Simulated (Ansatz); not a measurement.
**HgTe: energy against volume and a worked fit**

```yaml
crystal:
  lattice:
    - [0.00000, 3.21450, 3.21450]
    - [3.21450, 0.00000, 3.21450]
    - [3.21450, 3.21450, 0.00000]
  atoms:
    - { symbol: Hg, position: [0.00000, 0.00000, 0.00000] }
    - { symbol: Te, position: [0.75000, 0.75000, 0.75000] }
```

The cell was scaled at fixed shape and fractions and run with Ansatz, Ansatz PAW, cutoff 420 eV; PBEsol+D3(BJ), k mesh 7 × 7 × 7 on the cell of 2 atoms, fermi-dirac occupations of 0.05 eV, no spin polarisation, no spin-orbit coupling. The potentials were made for PBE. Energies are those that the program minimises, any entropy of the smearing included. For a metal such a mesh isn't converged to the digits shown.

| V (Å³/atom) | energy over the lowest row (meV/atom) |
| --- | --- |
| 31.2225 | 20.532 |
| 31.8868 | 8.821 |
| 32.5512 | ? |
| 33.2155 | 0.000 |
| 33.8798 | 1.794 |
| 34.5441 | 7.083 |
| 35.2084 | 15.484 |

Fit the third-order Birch-Murnaghan form, give V0, B0 and B′, and predict the energy left open.

With y = (V0/V)^(2/3), E = E0 + (9 V0 B0/16) [(y - 1)³ B′ + (y - 1)² (6 - 4y)]. Least squares through the rows shown give V0 = 33.2340 Å³/atom, E0 = -0.001 meV, B0 = 47.58 GPa (1 eV/Å³ = 160.218 GPa) and B′ = 5.12, with a largest miss of 0.003 meV. At V = 32.5512 the form with these constants gives 2.172 meV; the run gave 2.164 meV an atom. Measured volume: 33.73 Å³/atom at 300 K (a printed reference work), so the fit lies -1.5 % from it. Measured modulus: 43 GPa (a printed reference work), so the fit lies +10.7 % from it. The runs are for a static lattice.
